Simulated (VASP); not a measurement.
Computed with PBE GGA with D4 dispersion, VASP's PBE PAW potentials (set 64) (plane waves; VASP).

The input files of a VASP run:

### KPOINTS
```
k-points along high-symmetry lines
15
Line-mode
Reciprocal
  0.000000   0.000000   0.000000 ! GAMMA
  0.500000   0.000000   0.500000 ! X

  0.500000   0.000000   0.500000 ! X
  0.625000   0.250000   0.625000 ! U

  0.375000   0.375000   0.750000 ! K
  0.000000   0.000000   0.000000 ! GAMMA

  0.000000   0.000000   0.000000 ! GAMMA
  0.500000   0.500000   0.500000 ! L

  0.500000   0.500000   0.500000 ! L
  0.500000   0.250000   0.750000 ! W

  0.500000   0.250000   0.750000 ! W
  0.500000   0.000000   0.500000 ! X
```

### POSCAR
```
Li2O
1
   -0.0000000000     2.2990246989     2.2990246989
    2.2990246989     0.0000000000     2.2990246989
    2.2990246989     2.2990246989     0.0000000000
Li O
2 1
Direct
  0.2500000000   0.2500000000   0.2500000000
  0.7500000000   0.7500000000   0.7500000000
  1.0000000000   0.0000000000   1.0000000000
```

### INCAR
```
NELM  =  100   ! most electronic steps
LCHARG  =  .FALSE.
LASPH  =  .TRUE.   ! aspherical one-centre terms
SYSTEM  =  Li2O
LORBIT  =  11   ! lm-projected
ALGO  =  Normal
ICHARG  =  11   ! fixed density
LWAVE  =  .FALSE.
ENCUT  =  520   ! plane-wave cut-off (eV)
EDIFF  =  1E-7   ! SCF stop (eV)
ISMEAR  =  0   ! Gaussian
SIGMA  =  0.05
LREAL  =  .FALSE.   ! projection in real space or not
PREC  =  Accurate
GGA  =  PE   ! PBE
IVDW  =  13   ! D4
```

POTCAR, in this order: Li_sv O (PBE.64 set). Program: vasp_std. Read from the step before: CHGCAR.

Output of the run:

OUTCAR:
```
 ion  position               nearest neighbor table
   1  0.250  0.250  0.250-   3 1.99   3 1.99   3 1.99   3 1.99   2 2.30   2 2.30   2 2.30   2 2.30
                             2 2.30   2 2.30
   2  0.750  0.750  0.750-   3 1.99   3 1.99   3 1.99   3 1.99   1 2.30   1 2.30   1 2.30   1 2.30
                             1 2.30   1 2.30
   3  0.000  0.000  0.000-   2 1.99   2 1.99   2 1.99   1 1.99   1 1.99   1 1.99   2 1.99   1 1.99
  LATTYP: Found a face centered cubic cell.
 ALAT       =     4.5980493978
 Subroutine PRICEL returns:
 Original cell was already a primitive cell.
 Subroutine GETGRP returns: Found 48 space group operations
The static configuration has the point symmetry O_h .
The dynamic configuration has the point symmetry O_h .
 Subroutine INISYM returns: Found 48 space group operations
   k-points           NKPTS =     90   k-points in BZ     NKDIM =     90   number of bands    NBANDS=     10
   number of dos      NEDOS =    301   number of ions     NIONS =      3
   total plane-waves  NPLWV =  13824
   dimension x,y,z NGX =    24 NGY =   24 NGZ =   24
   dimension x,y,z NGXF=    48 NGYF=   48 NGZF=   48
   ions per type =               2   1
   PREC   = accura    normal or accurate (medium, high low for compatibility)
   ISTART =      0    job   : 0-new  1-cont  2-samecut
   ICHARG =     11    charge: 1-file 2-atom 10-const
   ISPIN  =      1    spin polarized calculation?
   LNONCOLLINEAR =      F non collinear calculations
   LSORBIT =      F    spin-orbit coupling
   INIWAV =      1    electr: 0-lowe 1-rand  2-diag
   ENCUT  =  520.0 eV  38.22 Ry    6.18 a.u.   6.05  6.05  6.05*2*pi/ulx,y,z
   NELM   =    100;   NELMIN=  2; NELMDL= -5     # of ELM steps
   EDIFF  = 0.1E-06   stopping-criterion for ELM
   LREAL  =      F    real-space projection
   NLSPLINE    = F    spline interpolate recip. space projectors
   LMAXMIX     =    2 max onsite mixed and CHGCAR
   VOSKOWN=      0    Vosko Wilk Nusair interpolation
   EDIFFG = 0.1E-05   stopping-criterion for IOM
   NSW    =      0    number of steps for IOM
   NBLOCK =      1;   KBLOCK =      1    inner block; outer block
   IBRION =     -1    ionic relax: 0-MD 1-quasi-New 2-CG
   NFREE  =      0    steps in history (QN), initial steepest desc. (CG)
   ISIF   =      2    stress and relaxation
...
```

File OSZICAR:
```
       N       E                     dE             d eps       ncg     rms          rms(c)
DAV:   1     0.376494612430E+02    0.37649E+02   -0.61259E+03  1816   0.129E+03
DAV:   2    -0.892420149330E+01   -0.46574E+02   -0.43764E+02  2172   0.220E+02
DAV:   3    -0.136767352305E+02   -0.47525E+01   -0.47332E+01  3176   0.582E+01
DAV:   4    -0.137561807267E+02   -0.79445E-01   -0.79389E-01  2292   0.765E+00
DAV:   5    -0.137570644596E+02   -0.88373E-03   -0.88361E-03  2676   0.652E-01
DAV:   6    -0.137570923267E+02   -0.27867E-04   -0.27867E-04  2288   0.531E-02
DAV:   7    -0.137570925492E+02   -0.22246E-06   -0.22243E-06  2598   0.569E-03
DAV:   8    -0.137570925533E+02   -0.41226E-08   -0.41501E-08  2162   0.547E-04
   1 F= -.13992501E+02 E0= -.13992501E+02  d E =-.221591E-15
```

### OUTCAR
```
 val. band max:        1.4154163471   @ k =   0.0000   0.0000   0.0000

 cond. band min:       6.4146300036   @ k =   0.5000   0.0000   0.5000



 k-point     1 :       0.0000    0.0000    0.0000
  band No.  band energies     occupation
      1     -41.5521      2.00000
      2     -41.2065      2.00000
      3     -14.0559      2.00000
      4       1.4154      2.00000
      5       1.4154      2.00000
      6       1.4154      2.00000
      7       6.7945      0.00000
      8      13.4286      0.00000
      9      13.4286      0.00000
     10      13.4287      0.00000

 k-point     2 :       0.0357    0.0000    0.0357
  band No.  band energies     occupation
      1     -41.5504      2.00000
      2     -41.2077      2.00000
      3     -14.0525      2.00000
      4       1.3769      2.00000
      5       1.3951      2.00000
      6       1.3951      2.00000
      7       6.8435      0.00000
      8      13.4408      0.00000
      9      13.4408      0.00000
     10      13.4660      0.00000

 k-point     3 :       0.0714    0.0000    0.0714
  band No.  band energies     occupation
      1     -41.5453      2.00000
      2     -41.2114      2.00000
      3     -14.0425      2.00000
      4       1.2687      2.00000
      5       1.3355      2.00000
      6       1.3355      2.00000
      7       6.9774      0.00000
      8      13.4782      0.00000
      9      13.4782      0.00000
     10      13.5773      0.00000

 k-point     4 :       0.1071    0.0000    0.1071
  band No.  band energies     occupation
      1     -41.5373      2.00000
      2     -41.2174      2.00000
      3     -14.0264      2.00000
      4       1.1087      2.00000
      5       1.2411      2.00000
      6       1.2411      2.00000
      7       7.1656      0.00000
      8      13.5425      0.00000
      9      13.5425      0.00000
     10      13.7602      0.00000

 k-point     5 :       0.1429    0.0000    0.1429
  band No.  band energies     occupation
...
```

The density is held fixed in this step, so its total energy and stress have no physical meaning.

The compound is Li2O in the antifluorite structure. It was relaxed first.
